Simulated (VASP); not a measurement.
Pr:

```
Pr
1.0
     3.64938    0.00000    0.00000
     1.82469    3.16045    0.00000
     1.82469    1.05348    2.97970
Pr
1
Direct
  0.00000 0.00000 0.00000
```

This isn't the form of Pr at room conditions, which is double hcp.

* Program: VASP 6.6.1
* Task: relaxation of cell and atoms
* Functional: SCAN
* Dispersion: D4
* Potentials or basis: VASP PAW PBE potentials, release 64 (Pr_3), 4f in core
* Cutoff: 600 eV
* k mesh: 9 × 9 × 9
* Occupations: methfessel-paxton, width 0.1 eV
* Spin: collinear spin, ferromagnetic start
* Starting moments: [2.0] μB
* Hubbard terms: Pr f U = 5 eV

At the start: pressure 1.4 GPa; volume 34.37 Å³/atom.

Task: How do energy, volume and symmetry change on relaxing?

Result: Over 3 steps the energy falls by 5.8 meV/atom and the volume is 35.74 Å³/atom (+4.0 %); space group Fm-3m (No. 225, to 0.05 Å); moment 0.01 μB per cell.

The path:
| step | energy change (eV) | largest force (eV/Å) | pressure (GPa) | volume (Å³) |
| --- | --- | --- | --- | --- |
| 1 | 0.0000 | 0.0000 | 1.37 | 34.37 |
| 2 | -0.0057 | 0.0000 | -0.10 | 35.85 |
| 3 | -0.0058 | 0.0000 | -0.02 | 35.74 |

Final structure:
```
Pr
1.0
     3.69730    0.00000    0.00000
     1.84865    3.20195    0.00000
     1.84865    1.06732    3.01883
Pr
1
Cartesian
  0.0000 0.0000 0.0000
```

Caveat: the magnetic or orbital state may not be the lowest; U is put on an f shell that these potentials keep in the core, so it has next to no effect; the PAW data sets were made with another functional, which shifts forces and pressure a little; pairwise dispersion overbinds metals, which lowers pressure and volume.
